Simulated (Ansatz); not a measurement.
# TaC: strong compression, part 2 of 2

How does TaC answer strong compression, and how long do frozen cores keep up with all electrons? Methods of the runs shown: LAPW and PAW. Its runs: the reference run (LAPW); volume scaled by 1 (PAW); volume scaled by 0.85 (LAPW and PAW); volume scaled by 0.8 (LAPW and PAW); volume scaled by 0.75 (LAPW and PAW).

Ansatz 0.2.0; DFT PBE; a database cell (COD). The steps go on from the part before.

## 5. Volume scaled by 0.85, PAW

The COD entry's cell or inner coordinates are ideal or old and differ from later refinements, so a difference from it is no clean test against experiment.

input.yaml

```yaml
crystal:
  lattice:
    - [0.0, 2.1057772913, 2.1057772913]
    - [2.1057772913, 0.0, 2.1057772913]
    - [2.1057772913, 2.1057772913, 0.0]
  atoms:
    - { symbol: Ta, position: [0.0, 0.0, 0.0] }
    - { symbol: C, position: [0.5, 0.5, 0.5] }
kpoints:
  mp_grid: { grid: [14, 14, 14] }
  band_path:
    path:
      - [0.0, 0.0, 0.0]
      - [0.5, 0.0, 0.5]
      - [0.625, 0.25, 0.625]
      - [0.375, 0.375, 0.75]
      - [0.0, 0.0, 0.0]
      - [0.5, 0.5, 0.5]
      - [0.5, 0.25, 0.75]
      - [0.5, 0.0, 0.5]
    npoints: 6
scf:
  occupations: { method: fermi_dirac, width: 0.05 }
hamiltonian:
  xc: pbe
  pseudopotentials: { kind: paw }
output:
  forces: true
  stress: true
  eigenvalues: true
  efg: { contact_densities: true }
  populations: true
```

Command:

```
$ ansatz run input.yaml --threads 1 --pin off --max-ram 2048MiB --backend cpu --events-out ev --progress --plain --runs-dir out
```

The log of the run, cut to the lines that bear on the results:

```text
Ta: output.efg is read without spin–orbit coupling, which moves field gradients at and beside such atoms by some per cent and up to a factor of two; PAW files take it under magnetization.noncollinear and magnetization.spin_orbit
[...]
Pseudopotentials: kind: paw
Pseudopotential: Ta, paw, valence charge 13, recommended cutoff 420 eV (normal)
Pseudopotential: C, paw, valence charge 4, recommended cutoff 420 eV (normal)
Functional definition: PBE
[...]
Crystal: 2 atoms, lattice volume = 18.675 Å³
Basis set: ecut = 420 eV, 339 PW (Γ), exchange–correlation on 40×40×40 points (8 copies of the dense FFT grid, shifted against one another)
Bands: 13, of which v1, the nominal top of the filled ones, is band 9 counted from 1 (8 counted from 0)
Symmetry: 48 space group operations
Space group: Fm-3m (ITA 225), of the structure as read, at distance tolerance 2.7e-5 Å
k-points: 104 of 2744
[...]
--- Stress (GPa, compression-positive) ---
       86.406783       0.000000       0.000000
        0.000000      86.406783      -0.000000
        0.000000       0.000000      86.406783
  P = ⅓ Tr σ = 86.4068 GPa (864.068 kbar)
--- PAW observables at the nuclei: V_zz in 10²¹ V/m², potentials from the cell's mean, atoms counted from 1 ---
  atom   1  Ta V_zz =    +0.000000   η = 0.0000   by run symmetry: forbidden
            electrostatic potential = -14506.497976 V   contact ρ = 8154481.909603 e/Å³
  atom   2  C  V_zz =    +0.000000   η = 0.0000   by run symmetry: forbidden
            electrostatic potential = -436.288784 V   contact ρ = 868.871409 e/Å³
--- Band table (eV; the first three rows and the last of 104) ---
  k-point 0: bands = ["-44.3557", "-10.5742", "-10.5742", "-10.5742", "7.9719", "22.2436", "22.2436", "22.2436", "23.3266", "23.3266", "23.3266", "24.7950", "24.7950"]
[...]
--- Löwdin populations: 2 sites ---
  site symbol       q [e]
     0     Ta     12.2269
     1      C      4.7239
  spilling = 0.002894 (of n_electrons = 17.000000)
```

Run time: 3 s. Hardware: 1 thread of INTEL XEON PLATINUM 8581C at 2.10GHz (Emerald Rapids), shared host; peak memory 0.43 GiB.

Read from it: pressure 86.41 GPa; no gap.

## 6. Volume scaled by 0.8, LAPW

Edit input.yaml of step 5 so:

```diff
@@ -2,5 +2,5 @@
   lattice:
-    - [0.0, 2.1057772913, 2.1057772913]
-    - [2.1057772913, 0.0, 2.1057772913]
-    - [2.1057772913, 2.1057772913, 0.0]
+    - [0.0, 2.0636503954, 2.0636503954]
+    - [2.0636503954, 0.0, 2.0636503954]
+    - [2.0636503954, 2.0636503954, 0.0]
   atoms:
@@ -25,3 +25,3 @@
   xc: pbe
-  pseudopotentials: { kind: paw }
+  pseudopotentials: { kind: all_electron, lapw: { basis_error: 0.001 } }
 output:
@@ -30,3 +30,2 @@
   eigenvalues: true
-  efg: { contact_densities: true }
   populations: true
```

Command:

```
$ ansatz run input.yaml --threads 1 --pin off --max-ram 2048MiB --backend cpu --events-out ev --progress --plain --runs-dir out
```

The log of the run, cut to the lines that bear on the results:

```text
Ta: projections on atomic orbitals take those of the free atom 1s2 2s2 2p6 3s2 3p6 3d10 4s2 4p6 4d10 4f14 5s2 5p6 5d3 6s2, of charge +0.00 (hamiltonian.pseudopotentials.projection_atoms)
C: projections on atomic orbitals take those of the free atom 1s2 2s2 2p2, of charge +0.00 (hamiltonian.pseudopotentials.projection_atoms)
LAPW: plane waves up to 10.111 Å⁻¹, error target 1.0e-3 eV per atom; small_component_spin mean_spin; C in spheres of 0.834 Å, 6 of its electrons in bands, Dirac shells []; Ta in spheres of 1.230 Å, 43 of its electrons in bands, Dirac shells []
[...]
[... 4 set-up lines as earlier in the session ...]
[...]
Crystal: 2 atoms, lattice volume = 17.577 Å³
[...]
SCF iter   9: F=-425605.575691 eV  HF=-425605.575691 eV  |F-HF|=5.87e-8  |Δ(HF+E_count)|=   1.06e-7  Δρ=2.34e-5  dr2=7.31e-8  ethr=1.79e-9  ⟨swp⟩=3.0  Hψ=9174  notcnv=0
[...]
NSCF: frozen V_eff on 43 k-points
SCF converged after 9 iterations
Free energy (F): -425605.575691 eV
[...]
E sigma→0 (E₀):  -425605.573198 eV
Entropy (-TS):   -0.004987 eV (-2.494 meV/atom)
Fermi energy:    31.961275 eV
[...]
--- Forces (eV/Å), atoms counted from 1 ---
  atom   1  Ta    -0.00000000    -0.00000000     0.00000000
  atom   2  C      0.00000000    -0.00000000     0.00000000
[...]
--- Stress (GPa, compression-positive) ---
      128.537250       0.000000      -0.000000
        0.000000     128.537250       0.000000
       -0.000000       0.000000     128.537250
  P = ⅓ Tr σ = 128.5373 GPa (1285.373 kbar)
--- Band table (eV; the first three rows and the last of 104) ---
[...]
--- Löwdin populations: 2 sites ---
  site symbol       q [e]
     0     Ta     72.3170
     1      C      6.6405
  spilling = 0.000538 (of n_electrons = 79.000000)
```

Wall time 20 s (1 thread of INTEL XEON PLATINUM 8581C at 2.10GHz (Emerald Rapids), shared host); peak memory 0.52 GiB.

In short: pressure 128.54 GPa; no gap.

## 7. Volume scaled by 0.8, PAW

Edit input.yaml of step 6 so:

```diff
@@ -25,3 +25,3 @@
   xc: pbe
-  pseudopotentials: { kind: all_electron, lapw: { basis_error: 0.001 } }
+  pseudopotentials: { kind: paw }
 output:
@@ -30,2 +30,3 @@
   eigenvalues: true
+  efg: { contact_densities: true }
   populations: true
```

Command:

```
$ ansatz run input.yaml --threads 1 --pin off --max-ram 2048MiB --backend cpu --events-out ev --progress --plain --runs-dir out
```

The log of the run, cut to the lines that bear on the results:

```text
Ta: output.efg is read without spin–orbit coupling, which moves field gradients at and beside such atoms by some per cent and up to a factor of two; PAW files take it under magnetization.noncollinear and magnetization.spin_orbit
[...]
[... 4 set-up lines as earlier in the session ...]
[...]
Crystal: 2 atoms, lattice volume = 17.577 Å³
Basis set: ecut = 420 eV, 331 PW (Γ), exchange–correlation on 40×40×40 points (8 copies of the dense FFT grid, shifted against one another)
Bands: 13, of which v1, the nominal top of the filled ones, is band 9 counted from 1 (8 counted from 0)
[... 1 set-up line as earlier in the session ...]
Space group: Fm-3m (ITA 225), of the structure as read, at distance tolerance 2.6e-5 Å
k-points: 104 of 2744
[...]
--- Stress (GPa, compression-positive) ---
      130.345031       0.000000      -0.000000
        0.000000     130.345031      -0.000000
       -0.000000       0.000000     130.345031
  P = ⅓ Tr σ = 130.3450 GPa (1303.450 kbar)
--- PAW observables at the nuclei: V_zz in 10²¹ V/m², potentials from the cell's mean, atoms counted from 1 ---
  atom   1  Ta V_zz =    +0.000000   η = 0.0000   by run symmetry: forbidden
            electrostatic potential = -14508.922183 V   contact ρ = 8154498.038481 e/Å³
  atom   2  C  V_zz =    -0.000000   η = 0.0000   by run symmetry: forbidden
            electrostatic potential = -438.430044 V   contact ρ = 869.143999 e/Å³
--- Band table (eV; the first three rows and the last of 104) ---
  k-point 0: bands = ["-42.6791", "-8.8546", "-8.8546", "-8.8546", "9.1135", "23.6210", "23.6210", "23.6210", "24.8275", "24.8275", "24.8275", "26.3992", "26.3992"]
[...]
--- Löwdin populations: 2 sites ---
  site symbol       q [e]
     0     Ta     12.2605
     1      C      4.6920
  spilling = 0.002797 (of n_electrons = 17.000000)
```

It took 2.9 s on 1 thread of INTEL XEON PLATINUM 8581C at 2.10GHz (Emerald Rapids), shared host; peak memory 0.43 GiB.

Result: pressure 130.35 GPa; no gap.

## 8. Volume scaled by 0.75, LAPW

Edit input.yaml of step 7 so:

```diff
@@ -2,5 +2,5 @@
   lattice:
-    - [0.0, 2.0636503954, 2.0636503954]
-    - [2.0636503954, 0.0, 2.0636503954]
-    - [2.0636503954, 2.0636503954, 0.0]
+    - [0.0, 2.0197295389, 2.0197295389]
+    - [2.0197295389, 0.0, 2.0197295389]
+    - [2.0197295389, 2.0197295389, 0.0]
   atoms:
@@ -25,3 +25,3 @@
   xc: pbe
-  pseudopotentials: { kind: paw }
+  pseudopotentials: { kind: all_electron, lapw: { basis_error: 0.001 } }
 output:
@@ -30,3 +30,2 @@
   eigenvalues: true
-  efg: { contact_densities: true }
   populations: true
```

Command:

```
$ ansatz run input.yaml --threads 1 --pin off --max-ram 2048MiB --backend cpu --events-out ev --progress --plain --runs-dir out
```

The log of the run:

```text
Ta: projections on atomic orbitals take those of the free atom 1s2 2s2 2p6 3s2 3p6 3d10 4s2 4p6 4d10 4f14 5s2 5p6 5d3 6s2, of charge +0.00 (hamiltonian.pseudopotentials.projection_atoms)
C: projections on atomic orbitals take those of the free atom 1s2 2s2 2p2, of charge +0.00 (hamiltonian.pseudopotentials.projection_atoms)
LAPW: plane waves up to 10.355 Å⁻¹, error target 1.0e-3 eV per atom; small_component_spin mean_spin; C in spheres of 0.813 Å, 6 of its electrons in bands, Dirac shells []; Ta in spheres of 1.207 Å, 45 of its electrons in bands, Dirac shells []
[... 2 set-up lines as earlier in the session ...]
Pseudopotential: Ta, LAPW, valence charge 45, Koelling and Harmon's equation, gaussian nucleus
[... 6 set-up lines as earlier in the session ...]
Crystal: 2 atoms, lattice volume = 16.478 Å³
Basis set: ecut = 408.5599444997946 eV, 331 PW (Γ), exchange–correlation at level 2
Bands: 31, of which v1, the nominal top of the filled ones, is band 26 counted from 1 (25 counted from 0)
[... 1 set-up line as earlier in the session ...]
Space group: Fm-3m (ITA 225), of the structure as read, at distance tolerance 2.5e-5 Å
k-points: 104 of 2744
[... 5 set-up lines as earlier in the session ...]
iter 1 solved again at ethr=1.16e-2 eV; its pass at ethr=1.00e-1 eV (dr2=5.91e0 eV) is discarded
SCF iter   1: F=—  HF=-425606.821741 eV  |F-HF|=—  |Δ(HF+E_count)|=         —  Δρ=1.84e-1  dr2=5.91e0  ethr=1.16e-2  ⟨swp⟩=2.0  Hψ=20545  notcnv=0
preconditioner: auto → Kerker (q_TF=auto, 3.294 Å⁻¹)  [metal: Δε(μ)=0.041 eV  Ē_g=25.196 eV  σ=0.050 eV  W_gap=0.20  n_scr=14 (ndim 8)  ℏωp=49.3 eV  f_vac=0.000  D(μ)=0.67/eV (n_scr^D=8)]
SCF iter   2: F=—  HF=-425604.656756 eV  |F-HF|=—  |Δ(HF+E_count)|=    2.16e0  Δρ=5.80e-2  dr2=6.28e-1  ethr=1.16e-2  ⟨swp⟩=3.0  Hψ=9645  notcnv=0
SCF iter   3: F=—  HF=-425604.556204 eV  |F-HF|=—  |Δ(HF+E_count)|=         —  Δρ=3.61e-2  dr2=2.44e-1  ethr=1.23e-3  ⟨swp⟩=2.0  Hψ=9880  notcnv=0
the basis was enlarged: its passes take 216.8 KiB over the memory plan, 1 of 1 planned eigensolver slots
SCF iter   4: F=—  HF=-425604.520053 eV  |F-HF|=—  |Δ(HF+E_count)|=   3.62e-2  Δρ=1.66e-2  dr2=4.78e-2  ethr=4.79e-4  ⟨swp⟩=2.0  Hψ=9794  notcnv=0
iter 5 solved again at ethr=1.85e-6 eV; its pass at ethr=9.37e-5 eV (dr2=9.44e-4 eV) is discarded
SCF iter   5: F=—  HF=-425604.508738 eV  |F-HF|=—  |Δ(HF+E_count)|=   1.13e-2  Δρ=3.07e-3  dr2=9.44e-4  ethr=1.85e-6  ⟨swp⟩=2.0  Hψ=16529  notcnv=0
SCF iter   6: F=—  HF=-425604.508863 eV  |F-HF|=—  |Δ(HF+E_count)|=   1.25e-4  Δρ=9.99e-4  dr2=1.42e-4  ethr=1.85e-6  ⟨swp⟩=2.0  Hψ=9334  notcnv=0
SCF iter   7: F=—  HF=-425604.508868 eV  |F-HF|=—  |Δ(HF+E_count)|=   4.83e-6  Δρ=3.17e-4  dr2=1.64e-5  ethr=2.79e-7  ⟨swp⟩=2.0  Hψ=9334  notcnv=0
SCF iter   8: F=—  HF=-425604.508864 eV  |F-HF|=—  |Δ(HF+E_count)|=   4.21e-6  Δρ=7.00e-5  dr2=6.12e-7  ethr=3.22e-8  ⟨swp⟩=3.0  Hψ=9621  notcnv=0
SCF iter   9: F=-425604.508864 eV  HF=-425604.508864 eV  |F-HF|=7.16e-8  |Δ(HF+E_count)|=   2.50e-8  Δρ=2.58e-5  dr2=8.49e-8  ethr=1.20e-9  ⟨swp⟩=2.0  Hψ=9337  notcnv=0
SCF 1 converged in 9 iterations: F = -425604.508864 eV  dr2 = 8.49e-8
NSCF: frozen V_eff on 43 k-points
SCF converged after 9 iterations
Free energy (F): -425604.508864 eV
Harris-Foulkes:  -425604.508864 eV  (|F-HF|=7.16e-8)
Internal energy: -425604.504491 eV  (E = F + TS)
E sigma→0 (E₀):  -425604.506677 eV
Entropy (-TS):   -0.004372 eV (-2.186 meV/atom)
Fermi energy:    34.097527 eV
--- Per-component energies (eV) ---
  E_band       = -5085.394333
  E_kinetic    = 475024.386747
  E_xc         = -8781.905863
  E_electrostatic = -891846.985376  (all electrons and nuclei)
  E_smearing   = -0.004372  (= −TS)
  E_closure    = 0.000000  (closes the sum)
  E_atoms      = -425587.002380  (free atoms, spherical and without spin; not in F)
  Σ components = -425604.508864   (vs F -425604.508864, Δ=0.00e0)
  Basis errors (estimates in eV, not in F): energy 3.7e-4 per atom: plane waves 3.4e-4 (1.9e-4 summed), levels above the bands 1.9e-92, relativity 2.8e-8, radial functions 2.8e-5, core shells 4.9e-13; eigenvalues (radial functions only) 4.4e-6; not estimated: angular momenta, meshes, grids; target (lapw.basis_error) 1.0e-3; muffin-tin radii C 0.813 Å, Ta 1.207 Å
--- Forces (eV/Å), atoms counted from 1 ---
  atom   1  Ta    -0.00000000    -0.00000000    -0.00000000
  atom   2  C      0.00000000    -0.00000000    -0.00000000
  max |Σ_I F_I| component: 9.20e-31 eV/Å
--- Stress (GPa, compression-positive) ---
      185.274012       0.000000      -0.000000
        0.000000     185.274012       0.000000
       -0.000000       0.000000     185.274012
  P = ⅓ Tr σ = 185.2740 GPa (1852.740 kbar)
--- Band table (eV; the first three rows and the last of 104) ---
  k-point 0: bands = ["-500.5126", "-361.0268", "-361.0268", "-361.0268", "-231.2526", "-182.5795", "-182.5795", "-182.5795", "-182.5780", "-182.5780", "-34.1379", "-0.2040", "-0.2040", "-0.2040", "14.3846", "14.3846", "14.3846", "14.4052", "14.5351", "14.5351", "14.5351", "17.2845", "31.9960", "31.9960", "31.9960", "33.4024", "33.4024", "33.4024", "35.0112", "35.0112", "44.0686"]
  k-point 1: bands = ["-500.5126", "-361.0268", "-361.0268", "-361.0268", "-231.2526", "-182.5795", "-182.5795", "-182.5795", "-182.5780", "-182.5780", "-34.1288", "-0.3183", "-0.2133", "-0.2133", "14.3826", "14.3892", "14.3892", "14.4087", "14.5301", "14.5301", "14.5353", "17.5147", "31.1855", "31.6763", "31.6763", "32.7743", "32.7743", "33.9195", "36.3650", "36.3650", "44.5908"]
  k-point 2: bands = ["-500.5126", "-361.0268", "-361.0268", "-361.0268", "-231.2526", "-182.5795", "-182.5795", "-182.5795", "-182.5780", "-182.5780", "-34.1033", "-0.6277", "-0.2391", "-0.2391", "14.3766", "14.4022", "14.4022", "14.4193", "14.5167", "14.5167", "14.5359", "18.1618", "29.8232", "30.3935", "30.3935", "33.1197", "33.1197", "34.5450", "38.4989", "38.4989", "45.2380"]
  k-point 103: bands = ["-500.5126", "-361.0268", "-361.0268", "-361.0268", "-231.2526", "-182.5795", "-182.5795", "-182.5795", "-182.5780", "-182.5780", "-33.8895", "-1.5681", "-1.3289", "-0.9348", "14.4424", "14.4441", "14.4461", "14.4509", "14.4709", "14.4724", "14.5069", "20.6689", "27.6005", "28.1353", "28.6527", "35.3742", "37.1519", "40.3060", "41.7084", "44.3315", "50.3110"]
--- Löwdin populations: 2 sites ---
  site symbol       q [e]
     0     Ta     72.3616
     1      C      6.5965
  spilling = 0.000530 (of n_electrons = 79.000000)
```

Wall time 19 s (1 thread of INTEL XEON PLATINUM 8581C at 2.10GHz (Emerald Rapids), shared host); peak memory 0.52 GiB.

This run gives: pressure 185.27 GPa; no gap.

Levels at the path's labelled points, in eV from the Fermi level:

```tsv
point	band 23	band 24	band 25	band 26	band 27	band 28	band 29
Γ	-2.10	-2.10	-2.10	-0.70	-0.70	-0.70	0.91
X	-6.63	-4.27	-1.63	-1.63	3.89	6.18	6.18
U	-7.19	-5.12	-4.79	-0.79	4.58	5.70	9.12
K	-7.19	-5.12	-4.79	-0.79	4.58	5.70	9.12
Γ	-2.10	-2.10	-2.10	-0.70	-0.70	-0.70	0.91
L	-9.90	-7.41	-7.41	4.01	4.01	5.46	6.32
W	-6.72	-5.72	-5.72	2.15	2.15	6.21	7.75
X	-6.63	-4.27	-1.63	-1.63	3.89	6.18	6.18
```

## 9. Volume scaled by 0.75, PAW

Edit input.yaml of step 8 so:

```diff
@@ -25,3 +25,3 @@
   xc: pbe
-  pseudopotentials: { kind: all_electron, lapw: { basis_error: 0.001 } }
+  pseudopotentials: { kind: paw }
 output:
@@ -30,2 +30,3 @@
   eigenvalues: true
+  efg: { contact_densities: true }
   populations: true
```

Command:

```
$ ansatz run input.yaml --threads 1 --pin off --max-ram 2048MiB --backend cpu --events-out ev --progress --plain --runs-dir out
```

The log of the run, cut to the lines that bear on the results:

```text
Ta: output.efg is read without spin–orbit coupling, which moves field gradients at and beside such atoms by some per cent and up to a factor of two; PAW files take it under magnetization.noncollinear and magnetization.spin_orbit
[...]
[... 4 set-up lines as earlier in the session ...]
[...]
Crystal: 2 atoms, lattice volume = 16.478 Å³
Basis set: ecut = 420 eV, 331 PW (Γ), exchange–correlation on 40×40×40 points (8 copies of the dense FFT grid, shifted against one another)
Bands: 13, of which v1, the nominal top of the filled ones, is band 9 counted from 1 (8 counted from 0)
[... 2 set-up lines as earlier in the session ...]
k-points: 104 of 2744
[...]
--- Stress (GPa, compression-positive) ---
      188.169975       0.000000       0.000000
       -0.000000     188.169975       0.000000
        0.000000      -0.000000     188.169975
  P = ⅓ Tr σ = 188.1700 GPa (1881.700 kbar)
--- PAW observables at the nuclei: V_zz in 10²¹ V/m², potentials from the cell's mean, atoms counted from 1 ---
  atom   1  Ta V_zz =    -0.000000   η = 0.0000   by run symmetry: forbidden
            electrostatic potential = -14511.650665 V   contact ρ = 8154517.344693 e/Å³
  atom   2  C  V_zz =    -0.000000   η = 0.0000   by run symmetry: forbidden
            electrostatic potential = -440.823519 V   contact ρ = 869.509579 e/Å³
--- Band table (eV; the first three rows and the last of 104) ---
  k-point 0: bands = ["-40.8335", "-6.9422", "-6.9422", "-6.9422", "10.4335", "25.1512", "25.1512", "25.1512", "26.5102", "26.5102", "26.5102", "28.1881", "28.1881"]
[...]
--- Löwdin populations: 2 sites ---
  site symbol       q [e]
     0     Ta     12.2980
     1      C      4.6558
  spilling = 0.002721 (of n_electrons = 17.000000)
```

It took 2.9 s on 1 thread of INTEL XEON PLATINUM 8581C at 2.10GHz (Emerald Rapids), shared host; peak memory 0.4 GiB.

This run gives: pressure 188.17 GPa; no gap.

Levels at the path's labelled points, in eV from the Fermi level:

```tsv
point	band 6	band 7	band 8	band 9	band 10	band 11	band 12
Γ	-2.09	-2.09	-2.09	-0.73	-0.73	-0.73	0.94
X	-6.64	-4.27	-1.66	-1.66	3.93	6.23	6.23
U	-7.20	-5.12	-4.81	-0.80	4.61	5.73	9.16
K	-7.20	-5.12	-4.81	-0.80	4.61	5.73	9.16
Γ	-2.09	-2.09	-2.09	-0.73	-0.73	-0.73	0.94
L	-9.96	-7.42	-7.42	4.04	4.04	5.48	6.32
W	-6.75	-5.72	-5.72	2.16	2.16	6.26	7.80
X	-6.64	-4.27	-1.66	-1.66	3.93	6.23	6.23
```

## 10. Side by side

| method | volume over the first | volume (Å³/atom) | pressure (GPa) | SCF cycles, all passes | time |
| --- | --- | --- | --- | --- | --- |
| LAPW | 1 | 10.985 | 6.68 | 10 | 20 s |
| LAPW | 0.85 | 9.338 | 85.31 | 9 | 19 s |
| LAPW | 0.8 | 8.788 | 128.54 | 9 | 20 s |
| LAPW | 0.75 | 8.239 | 185.27 | 9 | 19 s |
| PAW | 1 | 10.985 | 6.77 | 6 | 3.2 s |
| PAW | 0.85 | 9.338 | 86.41 | 6 | 3 s |
| PAW | 0.8 | 8.788 | 130.35 | 6 | 2.9 s |
| PAW | 0.75 | 8.239 | 188.17 | 6 | 2.9 s |

## 11. Outcome

This closing draws on all 2 parts.

| quantity | value |
| --- | --- |
| LAPW pressure at 0.75 of the volume | 185.3 GPa |
| PAW pressure at 0.75 of the volume | 188.2 GPa |
| fitted bulk modulus at zero pressure (LAPW) | 324 GPa |
| its pressure derivative | 4.02 |

What this shows: By LAPW the pressure climbs to 185 GPa at 0.75 of the first volume. One third-order Birch-Murnaghan curve follows these points (B₀ = 324 GPa, B′ = 4.02, misfit at most 0.04 GPa). A fit over so wide a range leans to the high pressures, so B₀ can be off by several per cent. Where LAPW's pressure is over 3 GPa, PAW's departs from it by at most 1.6 %, at 0.75 of the volume, where the frozen cores and overlapping spheres are strained most. The ions are at rest, and the electrons smeared by 0.05 eV. Spin-orbit coupling is left out, though the cell holds Ta; in elements this heavy it can shift bands and gaps by tenths of an eV.
